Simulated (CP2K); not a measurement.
# Au under changes of volume

One of the cells (16.855 Å³/atom); the others are scaled copies at fixed shape and fractional positions:

```
Au
1.0
     2.87792    0.00000    0.00000
     1.43896    2.49236    0.00000
     1.43896    0.83079    2.34982
Au
1
Direct
  0.00000 0.00000 0.00000
```

```yaml
Program: CP2K 2026.2
Functional: PBE
Potentials_or_basis: POTENTIAL_UZH Au GTH-PBE-q11; TZVP-MOLOPT-PBE-GTH basis
Density_cutoff: 8163 eV
k_mesh: 11 × 11 × 11
Occupations: fermi-dirac, width 0.05 eV
Spin: no spin polarisation
```

```csv
volume (Å³/atom),energy over the lowest point (meV/atom),pressure (GPa)
15.843,216.89,32.7
16.181,?,?
16.518,104.28,21.1
16.855,64.92,16.3
17.192,35.13,12.0
17.529,13.82,8.2
17.866,0.00,4.9
```

Task: What does the run at 16.181 Å³/atom give?

Result: Energy over the lowest point 154.47 meV/atom; pressure 26.6 GPa.

Worked out: A Birch-Murnaghan fit of order 3 (a polynomial in V^(-2/3)) to the other rows has no minimum within the range. It gives 154.40 meV/atom at 16.181 Å³/atom, against the run's 154.47, and -dE/dV = 26.6 GPa, against 26.6.

Energies are extrapolated to zero smearing.

Caveats: with these potentials and basis sets, volumes of gold and of layered tellurides can stand 1.5 % and more from those of plane-wave programs; the basis of atomic orbitals isn't converged, which shifts pressures, moduli and gaps.
